**Question: can I tell from a functional's relatives what gap it will give for rutile?**

I have the band gap of rutile TiO2 from a range of density functionals, with the atoms in the same places each time. Before I look at RPBE, r2SCAN and AM05, I'd like to know whether the other results already fix where these three must fall. Is there physics behind the order, or do I have to run each functional to find out?

Kohn-Sham DFT band gaps of rutile TiO2 from VASP 6.6.1, at one fixed geometry and without spin polarisation or spin-orbit coupling. All runs use PAW potentials (Ti_sv, O), a 520 eV plane-wave cutoff, a 6×6×9 k mesh and a smearing width of 0.05 eV. The gaps are taken along the band path Γ–X–M–Γ–Z–R–A–Z, X–R, M–A.

| functional | potentials | gap on path (eV) | direct gap on path (eV) |
| --- | --- | --- | --- |
| LDA | VASP PAW LDA potentials, recommended | 1.752 | 1.752 |
| PBE | VASP PAW PBE potentials, recommended | 1.839 | 1.839 |
| revPBE | VASP PAW PBE potentials, recommended | 1.866 | 1.866 |
| RPBE | VASP PAW PBE potentials, recommended | ? | ? |
| r2SCAN | VASP PAW PBE potentials, recommended | ? | ? |
| AM05 | VASP PAW PBE potentials, recommended | ? | ? |
| LMBJ | VASP PAW PBE potentials, recommended | 2.984 | 3.007 |
| MS2 | VASP PAW PBE potentials, recommended | 2.205 | 2.205 |
| SCAN | VASP PAW PBE potentials, recommended | 2.207 | 2.207 |
| TB-mBJ | VASP PAW PBE potentials, recommended | 2.706 | 2.722 |
| rSCAN | VASP PAW PBE potentials, recommended | 2.177 | 2.177 |
| revTPSS | VASP PAW PBE potentials, recommended | 1.973 | 1.973 |

**Answer**

You can get close if you ask what each functional is allowed to know about the electrons. LDA knows only the local density. A GGA such as PBE or revPBE also knows the density gradient, and SCAN and its relatives know the kinetic energy density of the orbitals as well. Since the atoms don't move between rows, the changes in the gap come from the electronic description and not from a relaxed lattice.

The gap of rutile separates filled states that are mainly O 2p from empty states that are mainly Ti 3d. In LDA and in a GGA, both kinds of state feel the same potential, a plain function of position. The exact Kohn-Sham potential is of this kind too, but it jumps by a constant when an electron is added. The LDA and GGA potentials lack that jump, which is a well-known reason why their gaps come out too small. Gradient terms reshape the LDA potential but don't supply the jump. How far they move the gap has to be read from the table, and it isn't far: from LDA to revPBE the gap grows by just 0.11 eV.

The size of this small shift should depend on how strongly a functional responds to gradients. A GGA multiplies the LDA exchange energy density by an enhancement factor, which is one in a uniform electron gas and grows where the density varies quickly. At a moderately large gradient, the excess over one is roughly 0.31 in PBE, 0.35 in revPBE and 0.37 in RPBE, but only about 0.10 in AM05 (rough recalled values). RPBE should therefore behave like revPBE, while AM05 should stay nearer to LDA.

SCAN works differently. Its exchange enhancement falls as the kinetic energy density rises, at a given density and gradient, so exchange binds less strongly there. In the equations for the orbitals, this adds a term that acts like extra kinetic energy and depends on how steeply each orbital varies. A common potential can also shift O 2p and Ti 3d states by different amounts, because they sit largely in different places. The new term can treat two orbitals differently even where they overlap, because it responds to their slopes. Theory thus allows a wider gap, and the table shows one: SCAN lies 0.34 eV above revPBE. No pair of rows isolates this term, however, because SCAN also treats gradients in its own way.

Knowing the kinetic energy density isn't enough by itself. MS2 gives nearly the same gap as SCAN, but revTPSS lies only 0.11 eV above revPBE. A weaker response to the kinetic energy density may be the reason, though these results don't test it. For r2SCAN the choice of relatives is clear, since it is a smoothed descendant of SCAN, as is rSCAN. SCAN and rSCAN differ by only 0.03 eV.

This reasoning fits into one line:

$$E_\text{gap} = a + b f + c\,t$$

Here $f$ is the excess exchange enhancement of a GGA, and $t$ is one for SCAN and its descendants and zero otherwise. For the SCAN group $f$ is set to zero, so that $c$ carries their whole shift from the LDA-like base $a$. The three constants were fitted to LDA, PBE, revPBE, SCAN and rSCAN. With so few rows the fit can't prove the mechanism, but it turns the family resemblance into numbers.

AM05, which took no part in the fit, shows how it works. The base is 1.751 eV and the slope $b$ is 0.3086 eV, so

$$E_\text{gap} = 1.751 + 0.3086 \times 0.10 \approx 1.782\ \text{eV}$$

The three forecasts are:

- RPBE: 1.865 ± 0.04 eV, level with revPBE, with their order left open.
- r2SCAN: 2.192 ± 0.05 eV, together with SCAN and rSCAN.
- AM05: 1.782 ± 0.06 eV, between LDA and PBE.

The error bars are judgements. One guide is PBE itself, whose gap is 0.03 eV larger on the regular k mesh than along the band path, for a reason the outputs don't show. AM05 gets the widest bar because it changes correlation as well as exchange. Its forecast also leans on the LDA result, which was obtained with a different set of atomic potentials. The smearing also differs between rows: the inputs of LDA, PBE, revPBE and RPBE show Gaussian smearing, while those of TB-mBJ and LMBJ show Fermi-Dirac occupations. In an insulator with such a wide gap, this choice has a negligible effect on the bands.

The withheld rows as computed:

| functional | potentials | gap on path (eV) | direct gap on path (eV) |
| --- | --- | --- | --- |
| RPBE | VASP PAW PBE potentials, recommended | 1.875 | 1.875 |
| r2SCAN | VASP PAW PBE potentials, recommended | 2.207 | 2.207 |
| AM05 | VASP PAW PBE potentials, recommended | 1.800 | 1.800 |

All three gaps fall within their ranges, and all lie slightly above the forecasts: by 0.010 eV for RPBE, 0.015 eV for r2SCAN and 0.018 eV for AM05. Two of these misses can be traced. The r2SCAN forecast is simply the mean of SCAN and rSCAN, and r2SCAN lands on SCAN. For RPBE, the PBE row pulls the fitted line down: a line through LDA and revPBE alone gives 1.873 eV. With enhancement values this rough, I wouldn't look for a cause behind the AM05 miss. RPBE also lies slightly above revPBE, as its stronger enhancement suggests, but so small a step is only weak evidence.

AM05 is the most instructive hit. If any gradient correction opened the gap equally, whatever its strength, AM05 should have matched the mean of PBE and revPBE, 1.853 eV. That guess is 0.05 eV too high, about three times the miss of the forecast. The strength of the gradient response therefore seems to matter, and not just its presence. One functional can't settle the point, because the different correlation in AM05 may contribute too.

The r2SCAN hit supports a narrower rule: smoothing SCAN leaves this gap almost unchanged. It doesn't support one common step for every functional that uses the kinetic energy density. Applied to revTPSS, the SCAN step gives a gap 0.22 eV too large. Applied to TB-mBJ, it gives one 0.51 eV too small.

TB-mBJ and LMBJ form a class of their own. They are potentials designed to improve band gaps and have no matching energy functional, so the SCAN family is no guide to them. Each is still a common potential, the same for every orbital. Such a potential can therefore open the gap well beyond SCAN if it is shaped for that purpose. The LMBJ entry also needs care. Its direct gap on the path is 0.14 eV larger than the direct gap found at Γ with the same functional, although the path passes through Γ. Its exact lead over TB-mBJ therefore shouldn't be interpreted.

For a neighbouring functional, first ask which functional it was built from. Among GGAs, the strength of the gradient response is a further clue. Close relatives in construction are a better guide than the broad label "GGA" or "meta-GGA". What you can foresee this way is the functional's own answer, not the measured gap, and a good forecast doesn't cure the known tendency of GGAs, and to a lesser degree of SCAN and its descendants, to underestimate it. The fit and the comparisons are printed below.

Printed output of the fit:

```
fit of g on 5 rows (used > 0): constant 1.751 +/- 0.017, coefficient of enh 0.3086 +/- 0.062, coefficient of step 0.4409 +/- 0.02; rms 0.0106, worst SCAN -0.015, leave-one-out rms 0.0586
  rows outside the fit (model, value, miss): RPBE 1.865, 1.875, -0.00971; r2SCAN 2.192, 2.207, -0.015; AM05 1.782, 1.8, -0.018; LMBJ 2.192, 2.984, -0.792; MS2 2.192, 2.205, -0.013; TB-mBJ 2.192, 2.706, -0.514; revTPSS 2.192, 1.973, 0.219
error bar of the RPBE forecast (eV): 0.04
error bar of the r2SCAN forecast (eV): 0.05
error bar of the AM05 forecast (eV): 0.06
RPBE from the line through LDA and revPBE alone (eV): 1.873
AM05 from the line through LDA and revPBE alone (eV): 1.785
rival forecast for AM05, mean of PBE and revPBE (eV): 1.853
rival forecast less computed AM05 gap (eV): 0.0525
PBE less LDA (eV): 0.087
revPBE less LDA (eV): 0.114
SCAN less rSCAN (eV): 0.03
SCAN less revPBE (eV): 0.341
revTPSS less revPBE (eV): 0.107
TB-mBJ less SCAN (eV): 0.499
TB-mBJ direct gap less smallest gap (eV): 0.016
PBE gap on the mesh less gap on the path (eV): 0.0305
LMBJ direct gap on the path less direct gap at Gamma (eV): 0.1408
```
